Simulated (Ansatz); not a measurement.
# BaZrO3 (Pm-3m) in Ansatz: convergence with wavefunction cutoff

Aim: find how far wavefunction cutoff must go before the results for BaZrO3 settle, at PBE. This setting moves, with any that are tied to it; all else stays.

Program: Ansatz 0.2.0. These are calculated values, not measurements. Logs are shortened: lines on timing, memory, paths and dates and some standing lists are left out, and cuts for length are marked.

## 1. Starting point

It takes space group Pm-3m (No. 221, cubic). The conventional cell has a = 4.191 Å, b = 4.191 Å, c = 4.191 Å, α = 90.00°, β = 90.00°, γ = 90.00°. Ba (site symmetry m-3m) is surrounded by 12 O at 2.96 Å. Zr (site symmetry m-3m) is surrounded by 6 O at 2.10 Å. O (site symmetry 4/mmm) has 2 Zr at 2.10 Å as nearest neighbours.

## 2. With wavefunction cutoff 400 eV

Contents of input.yaml:

```yaml
crystal:
  lattice:
    - [4.19134, 0.0, 0.0]
    - [0.0, 4.19134, 0.0]
    - [0.0, 0.0, 4.19134]
  atoms:
    - { symbol: Ba, position: [0.0, 0.0, 0.0] }
    - { symbol: Zr, position: [0.5, 0.5, 0.5] }
    - { symbol: O, position: [0.5, 0.5, 0.0] }
    - { symbol: O, position: [0.5, 0.0, 0.5] }
    - { symbol: O, position: [0.0, 0.5, 0.5] }
hamiltonian:
  xc: pbe
  pseudopotentials: { kind: paw, level: accurate }
kpoints:
  mp_grid: { grid: [5, 5, 5] }
scf:
  occupations: { method: fermi_dirac, width: 0.05 }
output:
  forces: true
  stress: true
  eigenvalues: true
basis:
  ecutwfc: "400 eV"
```

Potentials or basis: Ansatz PAW earlier set.

On the command line:

```console
ansatz run input.yaml --threads 2 --pin off --max-ram 5632MiB --backend cpu --events-out ev --progress --plain --runs-dir out
```

Wall time 0.83 s (2 threads of Arm Neoverse V2, shared host); peak memory 0.32 GiB.

Results:

```
Free energy            : -11815.6011 eV
Pressure               : 4.0 GPa
Band gap on the k mesh : 3.28 eV, indirect (least direct gap 3.35 eV)
```

## 3. With wavefunction cutoff 500 eV

input.yaml, as its differences from that of step 2:

```diff
@@ -23,2 +23,2 @@
 basis:
-  ecutwfc: "400 eV"
+  ecutwfc: "500 eV"
```

Potentials or basis: Ansatz PAW earlier set.

On the command line:

```console
ansatz run input.yaml --threads 2 --pin off --max-ram 5632MiB --backend cpu --events-out ev --progress --plain --runs-dir out
```

Wall time 0.98 s (2 threads of Arm Neoverse V2, shared host); peak memory 0.35 GiB.

What came out:

| Quantity | Value |
| --- | --- |
| Free energy | -11825.9256 eV |
| Pressure | 4.7 GPa |
| Band gap on the k mesh | 3.34 eV, indirect (least direct gap 3.38 eV) |

## 4. With wavefunction cutoff 600 eV

input.yaml, as its differences from that of step 3:

```diff
@@ -23,2 +23,2 @@
 basis:
-  ecutwfc: "500 eV"
+  ecutwfc: "600 eV"
```

On the command line:

```console
ansatz run input.yaml --threads 2 --pin off --max-ram 5632MiB --backend cpu --events-out ev --progress --plain --runs-dir out
```

Run time: 1.2 s. Hardware: 2 threads of Arm Neoverse V2, shared host; peak memory 0.38 GiB.

Results:

- Free energy: -11829.1509 eV
- Pressure: 3.9 GPa
- Band gap on the k mesh: 3.33 eV, indirect (least direct gap 3.43 eV)

## 5. With wavefunction cutoff 700 eV

input.yaml, as its differences from that of step 4:

```diff
@@ -23,2 +23,2 @@
 basis:
-  ecutwfc: "600 eV"
+  ecutwfc: "700 eV"
```

On the command line:

```console
ansatz run input.yaml --threads 2 --pin off --max-ram 5632MiB --backend cpu --events-out ev --progress --plain --runs-dir out
```

Run time: 1.6 s. Hardware: 2 threads of Arm Neoverse V2, shared host; peak memory 0.41 GiB.

Results:

```
Free energy            : -11830.0063 eV
Pressure               : 4.1 GPa
Band gap on the k mesh : 3.34 eV, indirect (least direct gap 3.43 eV)
```

## 6. With wavefunction cutoff 850 eV

input.yaml, as its differences from that of step 5:

```diff
@@ -23,2 +23,2 @@
 basis:
-  ecutwfc: "700 eV"
+  ecutwfc: "850 eV"
```

Potentials or basis: Ansatz PAW earlier set.

On the command line:

```console
ansatz run input.yaml --threads 2 --pin off --max-ram 5632MiB --backend cpu --events-out ev --progress --plain --runs-dir out
```

Run time: 1.8 s. Hardware: 2 threads of Arm Neoverse V2, shared host; peak memory 0.43 GiB.

It converged, with:

* Free energy: -11830.1978 eV
* Pressure: 4.0 GPa
* Band gap on the k mesh: 3.34 eV, indirect (least direct gap 3.43 eV)

## 7. With wavefunction cutoff 1000 eV

input.yaml, as its differences from that of step 6:

```diff
@@ -23,2 +23,2 @@
 basis:
-  ecutwfc: "850 eV"
+  ecutwfc: "1000 eV"
```

On the command line:

```console
ansatz run input.yaml --threads 2 --pin off --max-ram 5632MiB --backend cpu --events-out ev --progress --plain --runs-dir out
```

Wall time 2.2 s (2 threads of Arm Neoverse V2, shared host); peak memory 0.49 GiB.

It converged, with:

```
Free energy            : -11830.2031 eV
Pressure               : 4.0 GPa
Band gap on the k mesh : 3.34 eV, indirect (least direct gap 3.43 eV)
```

## 8. With wavefunction cutoff 1200 eV

input.yaml, as its differences from that of step 7:

```diff
@@ -23,2 +23,2 @@
 basis:
-  ecutwfc: "1000 eV"
+  ecutwfc: "1200 eV"
```

On the command line:

```console
ansatz run input.yaml --threads 2 --pin off --max-ram 5632MiB --backend cpu --events-out ev --progress --plain --runs-dir out
```

Run time: 2.7 s. Hardware: 2 threads of Arm Neoverse V2, shared host; peak memory 0.55 GiB.

Results (log left out):

```yaml
Free_energy: -11830.2073 eV
Pressure: 4.0 GPa
Band_gap_on_the_k_mesh: 3.34 eV, indirect (least direct gap 3.43 eV)
```

## 9. With wavefunction cutoff 1400 eV

input.yaml, as its differences from that of step 8:

```diff
@@ -23,2 +23,2 @@
 basis:
-  ecutwfc: "1200 eV"
+  ecutwfc: "1400 eV"
```

Potentials or basis: Ansatz PAW earlier set.

On the command line:

```console
ansatz run input.yaml --threads 2 --pin off --max-ram 5632MiB --backend cpu --events-out ev --progress --plain --runs-dir out
```

It took 3.7 s on 2 threads of Arm Neoverse V2, shared host; peak memory 0.63 GiB.

The run converged. Its results:

```yaml
Free_energy: -11830.2086 eV
Pressure: 4.0 GPa
Band_gap_on_the_k_mesh: 3.34 eV, indirect (least direct gap 3.43 eV)
```

## 10. With wavefunction cutoff 1700 eV

input.yaml, as its differences from that of step 9:

```diff
@@ -23,2 +23,2 @@
 basis:
-  ecutwfc: "1400 eV"
+  ecutwfc: "1700 eV"
```

Potentials or basis: Ansatz PAW earlier set.

On the command line:

```console
ansatz run input.yaml --threads 2 --pin off --max-ram 5632MiB --backend cpu --events-out ev --progress --plain --runs-dir out
```

What it wrote:

```text
Warning: RAYON_NUM_THREADS=2 ignored (pool sized by the plan → 2); use --threads N
Engine: ansatz 0.2.0, aarch64-unknown-linux-gnu
Pseudopotentials: kind: paw, level: accurate
Pseudopotential: Ba, paw, valence charge 10, recommended cutoff 360 eV (high), Ba.paw.azcp
Pseudopotential: Zr, paw, valence charge 12, recommended cutoff 500 eV (high), Zr.paw.azcp
Pseudopotential: O, paw, valence charge 6, recommended cutoff 900 eV (normal), O.paw.azcp#accurate
Functional definition: PBE
  parameter kappa = 0.804
  parameter beta = 0.06672455060314922
  exchange = pbe_x(kappa = kappa, mu = beta*pi^2/3)
  correlation = pbe_c(beta = beta)
Crystal: 5 atoms, lattice volume = 73.631 Å³
Basis set: ecut = 1700 eV, 11753 PW (Γ), exchange–correlation on 120×120×120 points (8 copies of the dense FFT grid, shifted against one another)
Bands: 25, of which v1, the nominal top of the filled ones, is band 20 counted from 1 (19 counted from 0)
Symmetry: 48 space group operations
Space group: Pm-3m (ITA 221), of the structure as read, at distance tolerance 4.2e-5 Å
k-points: 10 of 125
Non-local potential: Ba, projectors of the file, l = 0: 3, l = 1: 2, l = 2: 2, l = 3: 2
Non-local potential: Zr, projectors of the file, l = 0: 3, l = 1: 3, l = 2: 3, l = 3: 2
Non-local potential: O, projectors of the file, l = 0: 2, l = 1: 2, l = 2: 2, l = 3: 1
PAW form: soft (Blöchl's): semilocal exchange-correlation on the pseudo side does not see the compensation charge
PAW one-centre angular grid: Ba, 194 points (default); XC on 64 Gauss nodes
PAW one-centre angular grid: Zr, 590 points (default); XC on 64 Gauss nodes
PAW one-centre angular grid: O, 194 points (default); XC on 64 Gauss nodes
[... 11 lines left out ...]
SCF iter   8: F=-11830.210106 eV  HF=-11830.210106 eV  |F-HF|=1.00e-10  |Δ(HF+E_count)|=   1.33e-7  Δρ=2.79e-6  dr2=3.99e-9  ethr=2.50e-10  ⟨swp⟩=11.0  Hψ=1400  notcnv=0
SCF 1 converged in 8 iterations: F = -11830.210106 eV  dr2 = 3.99e-9
SCF converged after 8 iterations
Free energy (F): -11830.210106 eV
Harris-Foulkes:  -11830.210106 eV  (|F-HF|=1.00e-10)
Internal energy: -11830.210106 eV  (E = F + TS)
E sigma→0 (E₀):  -11830.210106 eV
Fermi energy:    11.456659 eV
--- Per-component energies (eV) ---
  E_band       = -90.488273
  E_kinetic    = 1329.836076
  E_local      = -2469.019367  (includes V_loc(G=0)·N_el)
  E_nonlocal   = 508.077126
  E_hartree    = 697.150978
  E_xc         = -892.255665
  E_vxc        = -777.995513  (∫ρ·V_xc dr)
  E_paw        = -8310.222223  (= ΣΔE_a, less E_core_relax)
  E_vpaw       = -75.689911  (= ΣTr[D̂ρ^β], less what the cores' own moments, if any, meet on the grid)
  E_core_relax = -0.000066  (the energy of the cores' relaxation)
  E_aug_tail   = 0.000025  (compensation charges beyond the density's cutoff)
  E_ewald      = -2693.776990
  E_smearing   = -0.000000  (= −TS)
  E_closure    = -0.000000  (closes the sum)
  Σ components = -11830.210106   (vs F -11830.210106, Δ=0.00e0)
--- Forces (eV/Å), atoms counted from 1 ---
  atom   1  Ba    -0.00000000    -0.00000000    -0.00000000
  atom   2  Zr     0.00000000     0.00000000     0.00000000
  atom   3  O      0.00000000     0.00000000     0.00000000
  atom   4  O      0.00000000    -0.00000000    -0.00000000
  atom   5  O      0.00000000    -0.00000000    -0.00000000
  max |Σ_I F_I| component: 1.16e-28 eV/Å
--- Stress (GPa, compression-positive) ---
        4.036926      -0.000000       0.000000
       -0.000000       4.036926       0.000000
        0.000000       0.000000       4.036926
  P = ⅓ Tr σ = 4.0369 GPa (40.369 kbar)
--- Band table (eV; the first three rows and the last of 10) ---
  k-point 0: bands = ["-37.1336", "-15.3448", "-15.2980", "-15.2980", "-15.2980", "-6.4931", "-6.2166", "-6.2166", "-0.4857", "-0.4857", "-0.4857", "8.4162", "8.4162", "8.4162", "8.8450", "8.8450", "8.8450", "9.6475", "9.6475", "9.6475", "13.0796", "13.0796", "13.0796", "14.5923", "14.5923"]
  k-point 1: bands = ["-37.1325", "-15.4963", "-15.2956", "-15.2956", "-15.2131", "-6.5163", "-6.2091", "-5.9429", "-0.4617", "-0.4617", "-0.4169", "7.7704", "8.2894", "8.2894", "8.5296", "8.5296", "8.5998", "8.8253", "9.5362", "9.5362", "13.1939", "13.9010", "13.9010", "15.1662", "15.1941"]
  k-point 2: bands = ["-37.1306", "-15.6521", "-15.2917", "-15.2917", "-15.1579", "-6.6411", "-6.1969", "-5.3659", "-0.4222", "-0.4222", "-0.3072", "6.4492", "8.0249", "8.0249", "8.1708", "8.1708", "8.1753", "8.2588", "9.4315", "9.4315", "13.4065", "15.2893", "15.2893", "16.1660", "16.3620"]
  k-point 9: bands = ["-37.1247", "-15.5164", "-15.5107", "-15.5107", "-15.2200", "-5.4590", "-5.3835", "-5.3835", "-0.8933", "-0.8933", "-0.7689", "6.3696", "6.3696", "6.6005", "7.1322", "7.3709", "7.3709", "9.6267", "9.6267", "9.7374", "15.8651", "16.0264", "16.0264", "16.8434", "16.8434"]
```

Wall time 4.7 s (2 threads of Arm Neoverse V2, shared host); peak memory 0.77 GiB.

Results:

```
Free energy            : -11830.2101 eV
Pressure               : 4.0 GPa
Band gap on the k mesh : 3.34 eV, indirect (least direct gap 3.43 eV)
```

## 11. The series at a glance

| wavefunction cutoff | energy less the tightest run, at zero smearing (meV/atom) | pressure (GPa) | gap on the mesh (eV) | SCF cycles | CPU time (s) | peak memory (GiB) |
| --- | --- | --- | --- | --- | --- | --- |
| 400 eV | 2921.81 | 4.01 | 3.275 | 8 | 1.5 | 0.32 |
| 500 eV | 856.90 | 4.72 | 3.338 | 8 | 1.8 | 0.35 |
| 600 eV | 211.85 | 3.93 | 3.330 | 7 | 2.3 | 0.38 |
| 700 eV | 40.77 | 4.06 | 3.343 | 8 | 2.9 | 0.41 |
| 850 eV | 2.47 | 4.04 | 3.342 | 8 | 3.5 | 0.43 |
| 1000 eV | 1.41 | 4.04 | 3.342 | 7 | 4.2 | 0.49 |
| 1200 eV | 0.56 | 4.04 | 3.342 | 7 | 5.1 | 0.55 |
| 1400 eV | 0.30 | 4.04 | 3.342 | 7 | 7.1 | 0.63 |
| 1700 eV | 0.00 | 4.04 | 3.342 | 8 | 9.1 | 0.77 |

Against the tightest run, the energy stays within 1 meV/atom from 1200 eV on; the pressure stays within 0.1 GPa from 700 eV on; the gap on the mesh stays within 0.01 eV from 700 eV on. The tightest run that finished is the yardstick and may itself not be fully converged.

Caveats: odd divisions of the mesh miss points on the zone boundary, where band edges often lie, so the gap on the mesh can be too wide; spin-orbit coupling is left out, which moves the levels of the heavy elements.
